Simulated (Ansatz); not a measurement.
ZnTe (zinc blende)

```
ZnTe
1.0
    0.00000     3.03295     3.03295
    3.03295     0.00000     3.03295
    3.03295     3.03295     0.00000
Te Zn
1 1
Direct
  0.25000   0.25000   0.25000
  0.00000   0.00000   0.00000
```

The slice is a {111} plane (indices of the conventional cell) through the point (0.000, 0.000, 0.000) (fractional), spanned by u = [100] and v = [-1 2 0] in vectors of this cell: u (4.29 Å) and v (7.43 Å, at 90° to u). It covers one period; positions are fractions (u, v).

The numbers are results of PBEsol (plane waves to 420 eV, PAW, scalar-relativistic; Ansatz, a first-principles code), not measurements. k mesh 9×9×9. Inside the PAW spheres the values are not all-electron values, and peaks at nuclei hang on which shells count as valence. Spin-orbit coupling is left out, though Te is heavy. ZnTe was relaxed with its symmetry unable to fall.

**Question.** Sketch the density of the highest valence band (whole band, smooth part) on this plane as a map.

**Answer.** 
```
|000011222222222222222222222222221100|
|000022222211111111111111111122222200|
|001122221111000000000000001111222211|
|222222221111000000000000001111222222|
|444433332211000000000000001122333344|
|666655442211110000000000111122445566|
|888866553322110000000000112233556688|
|999988664422111100000011112244668899|
|999999775533221111001111223355779999|
|999999886644332211111122334466889999|
|999999887755332211111122335577889999|
|999999887755332222222222335577889999|
|999999886644332222222222334466889999|
|777777665533221100110011223355667777|
|555555444422110000000000112244445555|
|333333333322110000000000112233333333|
|222222222222221100000011222222222222|
|111111111122222200000022222211111111|
|000000001111222211001122221111000000|
|000000001111222222222222221111000000|
|000000001122333344444433332211000000|
|000000111122445566666655442211110000|
|000000112233556688888866553322110000|
|000011112244668899999988664422111100|
|001111223355779999999999775533221111|
|111122334466889999999999886644332211|
|111122335577889999999999887755332211|
|222222335577889999999999887755332222|
|222222334466889999999999886644332222|
|110011223355667777777777665533221100|
|000000112244445555555555444422110000|
|000000112233333333333333333322110000|
```
Scale: ten equal steps from 0.000 (start of '0') to 0.111 (end of '9'), in the order '0123456789'. Values: density of the highest valence band (whole band, smooth part) in e/Å³. The map has 18 points along u (two characters each, u = 0 at the left) and 32 along v (v = 0 in the bottom row).
